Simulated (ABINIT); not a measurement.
Runs of ABINIT 10.8.3 (patched build) on Ti. The structure is hexagonal, space group P6_3/mmc (No. 194). The conventional cell has a = 2.950 Å, b = 2.950 Å, c = 4.680 Å, α = 90.00°, β = 90.00°, γ = 120.00°. Around Ti (site symmetry -6m2) lie 12 Ti at 2.89 to 2.95 Å. 

| task | level | potentials or basis | k mesh | cutoff (eV) | fine-grid cutoff | mesh quality | gap on the mesh (eV) | pressure (GPa) | V0 of scaled cells (Å³/atom) | B0 (GPa) |
| --- | --- | --- | --- | --- | --- | --- | --- | --- | --- | --- |
| equation of state | BLYP | JTH PAW PBE v2.0 | 10 × 10 × 6 | 408 | 816.342 eV | not flagged | - | - | 17.83 | 103 |
| equation of state | PBEsol | JTH PAW PBE v2.0 | 10 × 10 × 6 | 408 | 816.342 eV | not flagged | - | - | 16.77 | 118 |
| single point | LDA | JTH PAW LDA v2.0 | 8 × 8 × 5 | 408 | 816.342 eV | not flagged | none | -9.5 | - | - |
| single point | PBEsol | JTH PAW PBE v2.0 | 8 × 8 × 5 | 408 | 816.342 eV | not flagged | none | -5.5 | - | - |
| single point | PBE | JTH PAW PBE v2.0 | 4 × 4 × 2 | 408 | 816.342 eV | coarse | none | -1.1 | - | - |
| single point | r2SCAN | JTH PAW PBE v2.0 | 6 × 6 × 4 | 490 | 979.61 eV | coarse | none | - | - | - |
| band structure | HCTH407 | JTH PAW PBE v2.0 | 10 × 10 × 6 | 408 | 816.342 eV | not flagged | none | -2.8 | - | - |
| single point | PBEsol | PseudoDojo NC SR PBEsol v0.4.1 standard | 10 × 10 × 6 | 1143 | - | not flagged | none | -5.6 | - | - |
| single point | PBEsol | JTH PAW PBE v2.0 | 6 × 6 × 4 | 408 | 816.342 eV | coarse | none | -5.5 | - | - |
| band structure | WC | JTH PAW PBE v2.0 | 10 × 10 × 6 | 408 | 816.342 eV | not flagged | none | -5.4 | - | - |
| equation of state | SOGGA | JTH PAW PBE v2.0 | 10 × 10 × 6 | 408 | 816.342 eV | not flagged | - | - | (a) | (b) |
| band structure | RPBE | JTH PAW PBE v2.0 | 10 × 10 × 6 | 408 | 816.342 eV | not flagged | none | 1.8 | - | - |

Alike in all rows: no spin polarisation; cell as given; smearing fermi-dirac 0.05 eV.

Estimate the missing entries.

(a) 16.74; (b) 119.

Caveats: some runs use coarse meshes; the PAW data sets were made with another functional, which shifts forces and pressure a little (some runs); pressures at fixed basis lie under the slope of the energies (some runs); the cell was scaled at fixed shape and fractional positions, which overstates the stiffness of a crystal with free parameters, most of all of layers and chains (some runs).

A k mesh can miss the band edges.

A gap of «none» marks a metal or a gap under the smearing width.

Not every run made on this cell is shown here.
